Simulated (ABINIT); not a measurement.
# SiC (P6_3mc) in ABINIT: a series of runs

Aim: see how the results for SiC move with the level of theory and the settings. Levels: LDA, RPBE, LDA-Teter. Tasks: band structure.

Program: ABINIT 10.8.3 (patched build). These are calculated values, not measurements. Logs are shortened: lines on timing, memory, paths and dates and some standing lists are left out, and cuts for length are marked. The log counts tension as positive stress, the text compression.

### 1 Starting point

Symmetry: P6_3mc, No. 186, hexagonal system. The conventional cell has a = 3.076 Å, b = 3.076 Å, c = 10.071 Å, α = 90.00°, β = 90.00°, γ = 120.00°. Si (site symmetry 3m) has 4 C at 1.88 to 1.89 Å as nearest neighbours. Si (site symmetry 3m) is surrounded by 4 C at 1.88 to 1.89 Å. Around C (site symmetry 3m) lie 4 Si at 1.88 to 1.89 Å. C (site symmetry 3m) has 4 Si at 1.88 to 1.89 Å as nearest neighbours.

The cell is a database's computed one.

### 2 Band structure, LDA

The input, run.abi:

```
# Datasets: ground state, then fixed potential
ndtset 2

# Pseudopotentials
pp_dirpath "./"
pseudos "Si.LDA_PW-JTH.xml, C.LDA_PW-JTH.xml"

# Structure
acell 3*1.0 Angstrom
rprim
     3.0756941497     0.0000000000     0.0000000000
    -1.5378470748     2.6636292679     0.0000000000
     0.0000000000     0.0000000000    10.0706464800
ntypat 2
znucl 14 6
natom 8
typat 1 1 1 1 2 2 2 2
xred
     0.0000000000     0.0000000000     0.1878943800
     0.0000000000     0.0000000000     0.6878943800
     0.3333333333     0.6666666667     0.4378419800
     0.6666666667     0.3333333333     0.9378419800
     0.0000000000     0.0000000000     0.0004600500
     0.0000000000     0.0000000000     0.5004600500
     0.3333333333     0.6666666667     0.2498025900
     0.6666666667     0.3333333333     0.7498025900

# Plane-wave basis
ecut 20.0
pawecutdg 40.0

# Exchange and correlation
ixc 7

# Bands and occupations
occopt 3
tsmear 0.00183747

# SCF cycle
nstep 100

# Output
iomode 3
prtwf 0
prteig 0
prtebands 0
enunit 1
prtden1 1

# Dataset 1
kptopt1 1
ngkpt1 10 10 3
nshiftk1 1
shiftk1 0.0 0.0 0.0
nband1 21
tolvrs1 1.0e-9

# Dataset 2: bands along G-M-K-G-A-L-H-A
iscf2 -2
getden2 1
nband2 25
nbdbuf2 2
tolwfr2 1.0e-12
kptopt2 -7
ndivsm2 6
prteig2 1
prtvol2 -3
kptbounds2
     0.0000000000     0.0000000000     0.0000000000
     0.5000000000     0.0000000000     0.0000000000
     0.3333333333     0.3333333333     0.0000000000
     0.0000000000     0.0000000000     0.0000000000
     0.0000000000     0.0000000000     0.5000000000
     0.5000000000     0.0000000000     0.5000000000
     0.3333333333     0.3333333333     0.5000000000
     0.0000000000     0.0000000000     0.5000000000
```

Potentials or basis: JTH PAW LDA v2.0.

Command:

```sh
abinit run.abi > log 2>&1
```

run.abo:

```text
.Version 10.8.3 of ABINIT
 DATASET    1 : space group P6_3 m c (#186); Bravais hP (primitive hexag.)
================================================================================
 Values of the parameters that define the memory need for DATASET  1.
     intxc =       0    ionmov =       0      iscf =      17    lmnmax =       8
     lnmax =       4     mgfft =      80  mpssoang =       2    mqgrid =    5419
     natom =       8  nloc_mem =       2    nspden =       1   nspinor =       1
    nsppol =       1      nsym =      12    n1xccc =       1    ntypat =       2
    occopt =       3   xclevel =       1
       mpw =        2394          nfft =       46080          nkpt =          28
 PAW method is used; the additional fine FFT grid is defined by:
   mgfftf=       120    nfftf =    155520
================================================================================
================================================================================

 DATASET    2 : space group P6_3 m c (#186); Bravais hP (primitive hexag.)
================================================================================
 Values of the parameters that define the memory need for DATASET  2.
     intxc =       0    ionmov =       0      iscf =      -2    lmnmax =       8
     lnmax =       4     mgfft =      80  mpssoang =       2    mqgrid =    5419
     natom =       8  nloc_mem =       2    nspden =       1   nspinor =       1
    nsppol =       1      nsym =      12    n1xccc =       1    ntypat =       2
    occopt =       3   xclevel =       1
       mpw =        2404          nfft =       46080          nkpt =         131
 PAW method is used; the additional fine FFT grid is defined by:
   mgfftf=       120    nfftf =    155520
================================================================================
================================================================================

--------------------------------------------------------------------------------
------------- Echo of variables that govern the present computation ------------
--------------------------------------------------------------------------------
 -outvars: echo values of preprocessed input variables --------
            acell      1.8897261259E+00  1.8897261259E+00  1.8897261259E+00 Bohr
              amu      2.80855000E+01  1.20110000E+01
             ecut      2.00000000E+01 Hartree
           enunit           1
           getden1          0
           getden2          1
             iscf1         17
             iscf2         -2
              ixc           7
           jdtset        1    2
           kptopt1          1
           kptopt2         -7
         kptrlatt       10    0    0      0   10    0      0    0    3
          kptrlen1     5.70922913E+01
          kptrlen2     3.00000000E+01
            natom           8
            nband1         21
            nband2         25
           nbdbuf1          0
           nbdbuf2          2
           ndtset           2
           ndivsm1          0
           ndivsm2          6
            ngfft          24      24      80
          ngfftdg          36      36     120
             nkpt1         28
             nkpt2        131
            nstep         100
             nsym          12
           ntypat           2
           occopt           3
        pawecutdg      4.00000000E+01 Hartree
        prtebands           0
           prteig1          0
           prteig2          1
           prtvol1          0
           prtvol2         -3
            prtwf           0
            rprim      3.0756941497E+00  0.0000000000E+00  0.0000000000E+00
                      -1.5378470748E+00  2.6636292679E+00  0.0000000000E+00
                       0.0000000000E+00  0.0000000000E+00  1.0070646480E+01
           shiftk1     0.00000000E+00  0.00000000E+00  0.00000000E+00
           shiftk2     5.00000000E-01  5.00000000E-01  5.00000000E-01
          spgroup         186
           tolvrs1     1.00000000E-09
           tolvrs2     0.00000000E+00
           tolwfr1     0.00000000E+00
           tolwfr2     1.00000000E-12
           tsmear      1.83747000E-03 Hartree
            typat      1  1  1  1  2  2  2  2
           useylm           1
           xangst      0.0000000000E+00  0.0000000000E+00  1.8922178766E+00
                       0.0000000000E+00  0.0000000000E+00  6.9275411166E+00
                       3.3333500875E-11  1.7757528453E+00  4.4093517947E+00
                       1.5378470749E+00  8.8787642263E-01  9.4446750347E+00
                       0.0000000000E+00  0.0000000000E+00  4.6330009131E-03
                       0.0000000000E+00  0.0000000000E+00  5.0399562409E+00
                       3.3333500875E-11  1.7757528453E+00  2.5156735737E+00
                       1.5378470749E+00  8.8787642263E-01  7.5509968137E+00
            xcart      0.0000000000E+00  0.0000000000E+00  3.5757735572E+00
[... 57 lines left out ...]
       0.333333333333      0.666666666667      0.437841980000
       0.666666666667      0.333333333333      0.937841980000
       0.000000000000      0.000000000000      0.000460050000
       0.000000000000      0.000000000000      0.500460050000
       0.333333333333      0.666666666667      0.249802590000
       0.666666666667      0.333333333333      0.749802590000

 cartesian coordinates (angstrom) at end:
    1      0.00000000000000     0.00000000000000     1.89221787655878
    2      0.00000000000000     0.00000000000000     6.92754111655879
    3      0.00000000003333     1.77575284526667     4.40935179468323
    4      1.53784707486667     0.88787642263333     9.44467503468323
    5      0.00000000000000     0.00000000000000     0.00463300091312
    6      0.00000000000000     0.00000000000000     5.03995624091312
    7      0.00000000003333     1.77575284526667     2.51567357367838
    8      1.53784707486667     0.88787642263333     7.55099681367838
 length scales=  1.889726125908  1.889726125908  1.889726125908 bohr
              =  1.000000000000  1.000000000000  1.000000000000 angstroms
 Eigenvalues (   eV  ) for nkpt= 131  k points:
 kpt#   1, nband= 25, wtk=  1.00000, kpt=  0.0000  0.0000  0.0000 (reduced coord)
  -7.67735   -6.49143   -6.45710   -4.05120   -0.90286    3.38478    3.42174    6.56861
   6.56861    7.03650    7.03650    7.17664    7.17664    7.71720    7.77164    7.77164
  12.82427   13.38512   14.02206   14.07596   14.62497   14.62497   14.68648   14.68648
  15.04483
 kpt#   2, nband= 25, wtk=  1.00000, kpt=  0.0217  0.0000  0.0000 (reduced coord)
  -7.66908   -6.48341   -6.44905   -4.04413   -0.89525    3.38795    3.42505    6.51635
   6.55092    6.99638    7.02709    7.13649    7.16383    7.71007    7.74036    7.76869
  12.85907   13.41695   14.03532   14.09080   14.59139   14.62660   14.67170   14.72731
  15.05123
 kpt#   3, nband= 25, wtk=  1.00000, kpt=  0.0435  0.0000  0.0000 (reduced coord)
  -7.64428   -6.45938   -6.42491   -4.02294   -0.87244    3.39712    3.43465    6.36552
   6.49965    6.87848    6.99870    7.01906    7.12622    7.64107    7.69625    7.75916
  12.95433   13.50259   14.04898   14.13023   14.52480   14.64001   14.65345   14.82609
  15.05639
 kpt#   4, nband= 25, wtk=  1.00000, kpt=  0.0652  0.0000  0.0000 (reduced coord)
  -7.60299   -6.41939   -6.38473   -3.98776   -0.83456    3.41123    3.44951    6.13107
[... 624 lines left out ...]
  -7.33693   -7.33693   -5.07050   -5.07050    0.66632    0.66632    6.20358    6.20358
   6.51844    6.51844    6.64817    6.64817    7.44689    7.44689    7.53416    7.53416
  13.15525   13.15525   14.39156   14.39156   14.71197   14.71197   14.80935   14.80935
  15.28700
 kpt# 130, nband= 25, wtk=  1.00000, kpt=  0.0128  0.0128  0.5000 (reduced coord)
  -7.36263   -7.36263   -5.09437   -5.09437    0.64641    0.64641    6.22226    6.22226
   6.66310    6.66310    6.69732    6.69732    7.53140    7.53140    7.55513    7.55513
  13.06055   13.06055   14.47890   14.47890   14.70266   14.70266   14.75062   14.75062
  15.30373
 kpt# 131, nband= 25, wtk=  1.00000, kpt=  0.0000  0.0000  0.5000 (reduced coord)
  -7.37120   -7.37120   -5.10234   -5.10234    0.63975    0.63975    6.22753    6.22753
   6.71384    6.71384    6.71384    6.71384    7.56131    7.56131    7.56131    7.56131
  13.02589   13.02589   14.48514   14.48514   14.73159   14.73159   14.73159   14.73159
  15.29697

== END DATASET(S) ==============================================================
================================================================================

 -outvars: echo values of variables after computation  --------
            acell      1.8897261259E+00  1.8897261259E+00  1.8897261259E+00 Bohr
           etotal1    -3.9215270003E+01
            fcart1     8.1072799600E-29 -1.5379575164E-28 -8.8853911507E-05
                      -1.1581828514E-29  3.2765181871E-28 -8.8853911507E-05
                       8.1072799600E-29 -3.6777244958E-28  1.2061762682E-04
                      -1.1581828514E-29  1.1367512078E-28  1.2061762682E-04
                      -3.3587302692E-28 -7.6897875820E-28 -3.4373014930E-05
                       3.4745485543E-29  7.2885812734E-28 -3.4373014930E-05
                       1.2740011366E-28 -3.9451953682E-28  2.6092996136E-06
                       3.4745485543E-29  5.1488142941E-28  2.6092996136E-06
            rprim      3.0756941497E+00  0.0000000000E+00  0.0000000000E+00
                      -1.5378470748E+00  2.6636292679E+00  0.0000000000E+00
                       0.0000000000E+00  0.0000000000E+00  1.0070646480E+01
           strten1     1.3799997751E-04  1.3799997754E-04  1.3884831704E-04
                       0.0000000000E+00  0.0000000000E+00 -6.7097810811E-14
           xangst      0.0000000000E+00  0.0000000000E+00  1.8922178766E+00
                       0.0000000000E+00  0.0000000000E+00  6.9275411166E+00
                       3.3333500875E-11  1.7757528453E+00  4.4093517947E+00
                       1.5378470749E+00  8.8787642263E-01  9.4446750347E+00
                       0.0000000000E+00  0.0000000000E+00  4.6330009131E-03
                       0.0000000000E+00  0.0000000000E+00  5.0399562409E+00
                       3.3333500875E-11  1.7757528453E+00  2.5156735737E+00
                       1.5378470749E+00  8.8787642263E-01  7.5509968137E+00
             xred      0.0000000000E+00  0.0000000000E+00  1.8789438000E-01
                       0.0000000000E+00  0.0000000000E+00  6.8789438000E-01
                       3.3333333333E-01  6.6666666667E-01  4.3784198000E-01
                       6.6666666667E-01  3.3333333333E-01  9.3784198000E-01
                       0.0000000000E+00  0.0000000000E+00  4.6005000000E-04
                       0.0000000000E+00  0.0000000000E+00  5.0046005000E-01
                       3.3333333333E-01  6.6666666667E-01  2.4980259000E-01
                       6.6666666667E-01  3.3333333333E-01  7.4980259000E-01
 Calculation completed.
```

Run time: 4.6 min. Hardware: 1 thread of Arm Neoverse V2, shared host; peak memory 0.21 GiB.

What came out:

| Quantity | Value |
| --- | --- |
| Free energy | -1067.1019 eV |
| Pressure | -4.1 GPa |
| Largest force | 0.006 eV/Å |
| Band gap on the k mesh | 2.18 eV, indirect (least direct gap 3.32 eV) |
| Band gap along the path | 2.18 eV, indirect (least direct gap 3.32 eV) |
| Valence electrons inside the program's atomic spheres | Si 1.70; C 2.57, 2.58 |

Forces in eV/Å, atoms in the order of the input:
```
Si   0.000  0.000 -0.005
Si   0.000  0.000 -0.005
Si   0.000  0.000  0.006
Si   0.000  0.000  0.006
C    0.000  0.000 -0.002
C    0.000  0.000 -0.002
C    0.000  0.000  0.000
C    0.000  0.000  0.000
```

Levels at the corners of the path, in eV from the valence-band top:
```tsv
point	band 13	band 14	band 15	band 16	band 17	band 18	band 19	band 20
Γ	-0.60	-0.05	0.00	0.00	5.05	5.61	6.25	6.30
M	-2.39	-2.24	-1.60	-1.14	2.18	2.29	4.13	4.67
K	-4.03	-2.91	-2.91	-1.70	3.90	3.90	5.14	5.53
Γ	-0.60	-0.05	0.00	0.00	5.05	5.61	6.25	6.30
A	-0.21	-0.21	-0.21	-0.21	5.25	5.25	6.71	6.71
L	-2.53	-2.53	-1.58	-1.58	2.58	2.58	4.14	4.14
H	-2.78	-2.78	-2.48	-2.48	3.16	3.16	6.64	6.64
A	-0.21	-0.21	-0.21	-0.21	5.25	5.25	6.71	6.71
```

### 3 Band structure, RPBE

Changes to run.abi since step 2:

```diff
@@ -1,14 +1,11 @@
-# Datasets: ground state, then fixed potential
 ndtset 2
 
-# Pseudopotentials
 pp_dirpath "./"
-pseudos "Si.LDA_PW-JTH.xml, C.LDA_PW-JTH.xml"
+pseudos "Si.GGA_PBE-JTH.xml, C.GGA_PBE-JTH.xml"
 
-# Structure
-acell 3*1.0 Angstrom
+acell 3*1.0
 rprim
-     3.0756941497     0.0000000000     0.0000000000
-    -1.5378470748     2.6636292679     0.0000000000
-     0.0000000000     0.0000000000    10.0706464800
+     5.8122195860     0.0000000000     0.0000000000
+    -2.9061097929     5.0335298139     0.0000000000
+     0.0000000000     0.0000000000    19.0307637451
 ntypat 2
@@ -27,3 +24,2 @@
 
-# Plane-wave basis
 ecut 20.0
@@ -31,13 +27,9 @@
 
-# Exchange and correlation
-ixc 7
+ixc 15
 
-# Bands and occupations
 occopt 3
-tsmear 0.00183747
+tsmear 0.05 eV
 
-# SCF cycle
 nstep 100
 
-# Output
 iomode 3
@@ -46,6 +38,5 @@
 prtebands 0
-enunit 1
+enunit 2
 prtden1 1
 
-# Dataset 1
 kptopt1 1
@@ -57,3 +48,2 @@
 
-# Dataset 2: bands along G-M-K-G-A-L-H-A
 iscf2 -2
@@ -64,3 +54,3 @@
 kptopt2 -7
-ndivsm2 6
+ndivsm2 5
 prteig2 1
```

Potentials or basis: JTH PAW PBE v2.0.

Command:

```sh
abinit run.abi > log 2>&1
```

It took 4.6 min on 1 thread of Arm Neoverse V2, shared host; peak memory 0.25 GiB.

Results (log left out):

```
Free energy                                           : -1057.8323 eV
Pressure                                              : 6.3 GPa
Largest force                                         : 0.008 eV/Å
Band gap on the k mesh                                : 2.25 eV, indirect (least direct gap 3.39 eV)
Band gap along the path                               : 2.25 eV, indirect (least direct gap 3.39 eV)
Valence electrons inside the program's atomic spheres : Si 1.67, 1.68; C 2.58, 2.59
```

Forces in eV/Å, atoms in the order of the input:
```
Si   0.000  0.000  0.008
Si   0.000  0.000  0.008
Si   0.000  0.000 -0.006
Si   0.000  0.000 -0.006
C    0.000  0.000 -0.004
C    0.000  0.000 -0.004
C    0.000  0.000  0.002
C    0.000  0.000  0.002
```

Stress tensor (GPa, compression positive):
```
6.40 0.00 0.00
0.00 6.40 0.00
0.00 0.00 6.22
```

Levels at the corners of the path, in eV from the valence-band top:
```
point  band 13  band 14  band 15  band 16  band 17  band 18  band 19  band 20
    Γ    -0.59    -0.05     0.00     0.00     5.14     5.70     6.29     6.36
    M    -2.38    -2.24    -1.59    -1.14     2.25     2.39     4.27     4.80
    K    -4.01    -2.89    -2.89    -1.69     4.03     4.03     5.22     5.65
    Γ    -0.59    -0.05     0.00     0.00     5.14     5.70     6.29     6.36
    A    -0.21    -0.21    -0.21    -0.21     5.34     5.34     6.78     6.78
    L    -2.52    -2.52    -1.57    -1.57     2.67     2.67     4.27     4.27
    H    -2.77    -2.77    -2.47    -2.47     3.29     3.29     6.73     6.73
    A    -0.21    -0.21    -0.21    -0.21     5.34     5.34     6.78     6.78
```

Caveat: the PAW data sets were made with another functional, which shifts forces and pressure a little.

### 4 Band structure, LDA-Teter

Changes to run.abi since step 3:

```diff
@@ -1,6 +1,9 @@
+# Datasets: ground state, then fixed potential
 ndtset 2
 
+# Pseudopotentials
 pp_dirpath "./"
-pseudos "Si.GGA_PBE-JTH.xml, C.GGA_PBE-JTH.xml"
+pseudos "Si.LDA_PW-JTH.xml, C.LDA_PW-JTH.xml"
 
+# Structure
 acell 3*1.0
@@ -24,2 +27,3 @@
 
+# Plane-wave basis
 ecut 20.0
@@ -27,4 +31,6 @@
 
-ixc 15
+# Exchange and correlation
+ixc 1
 
+# Bands and occupations
 occopt 3
@@ -32,4 +38,6 @@
 
+# SCF cycle
 nstep 100
 
+# Output
 iomode 3
@@ -41,2 +49,3 @@
 
+# Dataset 1
 kptopt1 1
@@ -48,2 +57,3 @@
 
+# Dataset 2: bands along G-M-K-G-A-L-H-A
 iscf2 -2
@@ -54,5 +64,4 @@
 kptopt2 -7
-ndivsm2 5
+ndivsm2 6
 prteig2 1
-prtvol2 -3
 kptbounds2
```

Potentials or basis: JTH PAW LDA v2.0.

Command:

```sh
abinit run.abi > log 2>&1
```

Wall time 4.7 min (1 thread of Arm Neoverse V2, shared host); peak memory 0.21 GiB.

It converged, with:

| Item | Value |
| --- | --- |
| Free energy | -1066.8451 eV |
| Pressure | -3.9 GPa |
| Largest force | 0.006 eV/Å |
| Band gap on the k mesh | 2.18 eV, indirect (least direct gap 3.32 eV) |
| Band gap along the path | 2.18 eV, indirect (least direct gap 3.32 eV) |
| Valence electrons inside the program's atomic spheres | Si 1.70; C 2.57, 2.58 |

Forces in eV/Å, atoms in the order of the input:
```
Si   0.000  0.000 -0.005
Si   0.000  0.000 -0.005
Si   0.000  0.000  0.006
Si   0.000  0.000  0.006
C    0.000  0.000 -0.002
C    0.000  0.000 -0.002
C    0.000  0.000  0.000
C    0.000  0.000  0.000
```

Levels at the corners of the path, in eV from the valence-band top:
```tsv
point	band 13	band 14	band 15	band 16	band 17	band 18	band 19	band 20
Γ	-0.60	-0.05	0.00	0.00	5.05	5.61	6.25	6.30
M	-2.39	-2.24	-1.60	-1.14	2.18	2.29	4.13	4.66
K	-4.03	-2.91	-2.91	-1.70	3.89	3.89	5.14	5.53
Γ	-0.60	-0.05	0.00	0.00	5.05	5.61	6.25	6.30
A	-0.21	-0.21	-0.21	-0.21	5.25	5.25	6.71	6.71
L	-2.53	-2.53	-1.58	-1.58	2.58	2.58	4.14	4.14
H	-2.78	-2.78	-2.48	-2.48	3.15	3.15	6.63	6.63
A	-0.21	-0.21	-0.21	-0.21	5.25	5.25	6.71	6.71
```

### 5 Summary

| level | potentials or basis | gap on the mesh (eV) | pressure (GPa) | largest force (eV/Å) |
| --- | --- | --- | --- | --- |
| LDA | JTH PAW LDA v2.0 | 2.18 | -4.1 | 0.01 |
| RPBE | JTH PAW PBE v2.0 | 2.25 | 6.3 | 0.01 |
| LDA-Teter | JTH PAW LDA v2.0 | 2.18 | -3.9 | 0.01 |

Alike in all rows: task band structure; no spin polarisation; cell as given; k mesh 10 × 10 × 3; cutoff (eV) 544; smearing fermi-dirac 0.05 eV.

Caveats: the PAW data sets were made with another functional, which shifts forces and pressure a little (some runs).

Total energies depend on the potentials used, so only differences within one code and one set of settings carry meaning.
